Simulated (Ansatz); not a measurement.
# Re (fcc type): the cost of one run

Method: DFT PBE, with the methods named in each step, in Ansatz 0.2.0.

1 further run of the same task is left out (it didn't finish). Runs told in other sessions of the task aren't counted.

### Step 1. The system as given

The structure is cubic, space group Fm-3m (No. 225). The conventional cell has a = 3.911 Å, b = 3.911 Å, c = 3.911 Å, α = 90.00°, β = 90.00°, γ = 90.00°. Re (site symmetry m-3m) has 12 Re at 2.77 Å in its first shell of neighbours.

Coordinates:

```cif
data_structure
_symmetry_space_group_name_H-M 'P 1'
_symmetry_Int_Tables_number 1
_cell_length_a 2.7655
_cell_length_b 2.7655
_cell_length_c 2.7655
_cell_angle_alpha 60.000
_cell_angle_beta 60.000
_cell_angle_gamma 60.000
_cell_volume 14.95
loop_
_atom_site_label
_atom_site_type_symbol
_atom_site_fract_x
_atom_site_fract_y
_atom_site_fract_z
_atom_site_occupancy
Re1 Re 0.00000 0.00000 0.00000 1
```

Whether this phase is the stable one at these pressures isn't tested.

### Step 2. Cell relaxed at zero pressure, PAW

input.yaml reads:

```yaml
crystal:
  lattice:
    - [0.0, 1.9554744261, 1.9554744261]
    - [1.9554744261, 0.0, 1.9554744261]
    - [1.9554744261, 1.9554744261, 0.0]
  atoms:
    - { symbol: Re, position: [0.0, 0.0, 0.0] }
kpoints:
  mp_grid: { grid: [17, 17, 17] }
scf:
  occupations: { method: fermi_dirac, width: 0.05 }
hamiltonian:
  xc: pbe
  pseudopotentials: { kind: paw }
output:
  forces: true
  stress: true
  write_density: true
  write_potential: true
  elf: true
  volumetric_format: npy
relax:
  f_tol: 0.005
  max_steps: 40
  cell: {}
```

Run with:

```bash
$ ansatz run input.yaml --threads 1 --pin off --max-ram 2048MiB --backend cpu --events-out ev --progress --plain --runs-dir out
```

**Question.** How long does this run take on 1 thread of AMD EPYC 9R45 (Zen 5), shared host, and how much memory does it need?

About 2.2 s, with a peak of 0.38 GiB.
